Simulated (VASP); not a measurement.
# BaF2 (Frankdicksonite) (Fm-3m) in VASP: notebook, part 2 of 2

VASP 6.6.1. Earlier steps stand in the parts before.

## (5) Relaxation of the atoms, LDA (a relaxed cell with its volume scaled by 1.04)

Input file INCAR:

```
ALGO = Fast
EDIFF = 1E-7
EDIFFG = -0.01
ENCUT = 600
IBRION = 2
ISIF = 2
ISMEAR = 0
LASPH = T
LCHARG = F
LREAL = F
LWAVE = F
NELM = 80
NSW = 40
PREC = Accurate
SIGMA = 0.03
```

Input file KPOINTS:

```
k-points
0
Gamma
  8 8 8
```

Input file POSCAR:

```
BaF2                                    
1.0
    0.0000000000      3.0837917640      3.0837917640
    3.0837917640      0.0000000000      3.0837917640
    3.0837917640      3.0837917640      0.0000000000
  Ba              F             
     1     2
Direct
     0.0000000000000000    1.0000000000000000    0.0000000000000000
     0.2500000000000000    0.2500000000000000    0.2500000000000000
     0.7500000000000000    0.7500000000000000    0.7500000000000000
```

Potentials or basis: VASP PAW LDA potentials, release 64 (Ba_sv, F).

Run with:

```bash
cat potpaw_LDA.64/Ba_sv/POTCAR potpaw_LDA.64/F/POTCAR > POTCAR
mpirun -np 1 vasp_std > vasp.out
```

OUTCAR:

```text
EDIFF = 1E-7
   EDIFFG = -0.01
   ENCUT = 600
   IBRION = 2
   ISIF = 2
   ISMEAR = 0
   LASPH = T
   LREAL = F
   NELM = 80
   NSW = 40
   PREC = Accurate

 ion  position               nearest neighbor table
   1  0.000  0.000  0.000-   3 2.67   3 2.67   3 2.67   2 2.67   2 2.67   2 2.67   3 2.67   2 2.67

   2  0.250  0.250  0.250-   1 2.67   1 2.67   1 2.67   1 2.67
   3  0.750  0.750  0.750-   1 2.67   1 2.67   1 2.67   1 2.67

  LATTYP: Found a face centered cubic cell.
 ALAT       =     6.1675835280

  Lattice vectors:

 A1 = (   0.0000000000,   3.0837917640,   3.0837917640)
 A2 = (   3.0837917640,   0.0000000000,   3.0837917640)
 A3 = (   3.0837917640,   3.0837917640,   0.0000000000)

Analysis of symmetry for initial positions (statically):
=====================================================================
 Subroutine PRICEL returns:
 Original cell was already a primitive cell.

 Routine SETGRP: Setting up the symmetry group for a
 face centered cubic supercell.

 Subroutine GETGRP returns: Found 48 space group operations
 (whereof 48 operations were pure point group operations)
 out of a pool of 48 trial point group operations.
[... 164 lines left out ...]
  free energy    TOTEN  =       -18.61516231 eV

  energy without entropy =      -18.61516231  energy(sigma->0) =      -18.61516231

 E-fermi :  -2.2648     XC(G=0):  -9.4065

 val. band max:       -2.3969997065   @ k =  -0.2500   0.2500   0.0000
 cond. band min:       4.0545195393   @ k =   0.0000   0.0000   0.0000
 fundamental gap:      6.4515192458
 Fermi energy:        -2.2648444266

 k-point     1 :       0.0000    0.0000    0.0000
  band No.  band energies     occupation
      1     -25.2791      2.00000
      2     -20.9231      2.00000
      3     -20.8714      2.00000
      4     -10.1239      2.00000
      5     -10.1239      2.00000
      6     -10.1239      2.00000
[... 433 lines left out ...]
      3     -21.0935      2.00000
      4     -10.4532      2.00000
      5     -10.2786      2.00000
      6     -10.2777      2.00000
[... 8 lines left out ...]
     15       7.0833      0.00000
     16       7.8284      0.00000

 [... further k-points ...]
[... 5 lines left out ...]
  --------------------------------------------------------------------------------------
  -------------------------------------------------------------------------------------
  Total       -0.9414493     -0.9414493     -0.9414493     -0.0000000     -0.0000000      0.0000000
  in kB      -25.7171245    -25.7171245    -25.7171245     -0.0000000     -0.0000000      0.0000000
  external PRESSURE =     -25.7171245 kB  Pullay stress =       0.0000000 kB

 VOLUME and BASIS-vectors are now :
 -----------------------------------------------------------------------------
  energy-cutoff  :      600.00
  volume of cell :       58.65
      direct lattice vectors                 reciprocal lattice vectors
     0.000000000  3.083791764  3.083791764    -0.162138055  0.162138055  0.162138055
     3.083791764  0.000000000  3.083791764     0.162138055 -0.162138055  0.162138055
     3.083791764  3.083791764  0.000000000     0.162138055  0.162138055 -0.162138055

 POSITION                                       TOTAL-FORCE (eV/Angst)
 -----------------------------------------------------------------------------------
      0.00000      0.00000      0.00000         0.000000     -0.000000      0.000000
      1.54190      1.54190      1.54190         0.000000      0.000000      0.000000
      4.62569      4.62569      4.62569        -0.000000     -0.000000     -0.000000
 -----------------------------------------------------------------------------------
    total drift:                                0.000000      0.000000      0.000000

  FREE ENERGIE OF THE ION-ELECTRON SYSTEM (eV)
  ---------------------------------------------------
  free  energy   TOTEN  =       -18.6151623054 eV

  energy  without entropy=      -18.6151623054  energy(sigma->0) =      -18.61516231

 reached required accuracy - stopping structural energy minimisation
```

CONTCAR:

```text
BaF2
   1.00000000000000
     0.0000000000000000    3.0837917639999999    3.0837917639999999
     3.0837917639999999    0.0000000000000000    3.0837917639999999
     3.0837917639999999    3.0837917639999999    0.0000000000000000
  Ba              F
     1     2
Direct
     0.0000000000000000    0.0000000000000000    0.0000000000000000
     0.2500000000000000    0.2500000000000000    0.2500000000000000
     0.7500000000000000    0.7500000000000000    0.7500000000000000

  0.00000000E+00  0.00000000E+00  0.00000000E+00
  0.00000000E+00  0.00000000E+00  0.00000000E+00
  0.00000000E+00  0.00000000E+00  0.00000000E+00
```

Wall time 47 s (1 thread of Intel Xeon Platinum 8488C (Sapphire Rapids), shared host); peak memory 0.19 GiB.

Results:

```
Free energy             : -18.6152 eV
Pressure after relaxing : -2.6 GPa
Band gap on the k mesh  : 6.45 eV, indirect (least direct gap 6.55 eV)
```

Final structure:
```yaml
crystal:
  lattice:
    - [0.00000, 3.08379, 3.08379]
    - [3.08379, 0.00000, 3.08379]
    - [3.08379, 3.08379, 0.00000]
  atoms:
    - { symbol: Ba, position: [0.00000, 0.00000, 0.00000] }
    - { symbol: F, position: [0.25000, 0.25000, 0.25000] }
    - { symbol: F, position: [0.75000, 0.75000, 0.75000] }
```

Levels at points of the mesh, in eV from the valence-band top:
| k point | band 9 | band 10 | band 11 | band 12 | band 13 | band 14 | band 15 | band 16 |
| --- | --- | --- | --- | --- | --- | --- | --- | --- |
| (0.00, 0.00, 0.00) | -1.60 | -0.10 | -0.10 | -0.10 | 6.45 | 9.13 | 9.13 | 11.44 |
| (0.50, 0.00, 0.00) | -0.72 | -0.37 | -0.17 | -0.17 | 9.03 | 9.11 | 9.11 | 9.43 |
| (0.50, 0.50, 0.00) | -0.40 | -0.32 | -0.32 | -0.16 | 7.02 | 8.96 | 10.74 | 12.06 |

Caveat: the relaxation stopped at its first step, so nothing moved; spin-orbit coupling is left out, which moves the levels of the heavy elements. A k mesh can miss the band edges.

## (6) Overview

```csv
cell,gap on the mesh (eV),pressure (GPa)
atoms relaxed from: a relaxed cell with its volume scaled by 0.98,6.68,1.4
atoms relaxed,6.61,0.0
atoms relaxed from: a relaxed cell with its volume scaled by 1.02,6.53,-1.4
atoms relaxed from: a relaxed cell with its volume scaled by 1.04,6.45,-2.6
```

Alike in all rows: task relaxation of the atoms; level LDA; potentials or basis VASP PAW LDA potentials, release 64 (Ba_sv, F); no spin polarisation; k mesh 8 × 8 × 8; cutoff (eV) 600; smearing gaussian 0.03 eV.

Caveats: the relaxation stopped at its first step, so nothing moved; spin-orbit coupling is left out, which moves the levels of the heavy elements.

Total energies depend on the potentials used, so only differences within one code and one set of settings carry meaning.
